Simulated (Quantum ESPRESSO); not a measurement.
**CuO (Tenorite) under changes of volume**

One of the cells (10.135 Å³/atom); the others are scaled copies at fixed shape and fractional positions:

```
CELL_PARAMETERS angstrom
2.34185 -1.71130 0.00000
2.34185 1.71130 0.00000
-0.85003 0.00000 5.05787
ATOMIC_POSITIONS crystal
Cu 0.50000 0.00000 0.50000
Cu 0.00000 0.50000 0.00000
O 0.41840 0.58160 0.75000
O 0.58160 0.41840 0.25000
```

```yaml
Program: Quantum ESPRESSO 7.5
Functional: LDA
Potentials_or_basis: GBRV 1.5 LDA
Cutoff: 762 eV
Density_cutoff: 6095 eV
k_mesh: 10 × 10 × 5
Occupations: fermi-dirac, width 0.05 eV
Spin: no spin polarisation
```

| volume (Å³/atom) | energy over the lowest point (meV/atom) | pressure (GPa) |
| --- | --- | --- |
| 9.527 | 1.91 | 3.4 |
| 9.730 | 0.00 | -1.2 |
| 9.932 | 3.47 | -5.2 |
| 10.135 | 11.72 | -8.8 |
| 10.338 | 24.23 | -12.0 |
| 10.540 | 40.51 | -14.7 |
| 10.743 | ? | ? |

Task: What does the run at 10.743 Å³/atom give?

Result: Energy over the lowest point 60.13 meV/atom; pressure -17.2 GPa.

Worked out: A Birch-Murnaghan fit of order 3 (a polynomial in V^(-2/3)) to the other rows has its minimum at 9.70 Å³/atom with B0 = V·E''(V) = 206 GPa and B' = 4.5 at fixed shape and positions, which overstates the stiffness. It gives 60.25 meV/atom at 10.743 Å³/atom, against the run's 60.13, and -dE/dV = -16.8 GPa, against -17.2.

Energies are extrapolated to zero smearing.

Caveats: the run has no spin polarisation, though such a crystal can be magnetic.
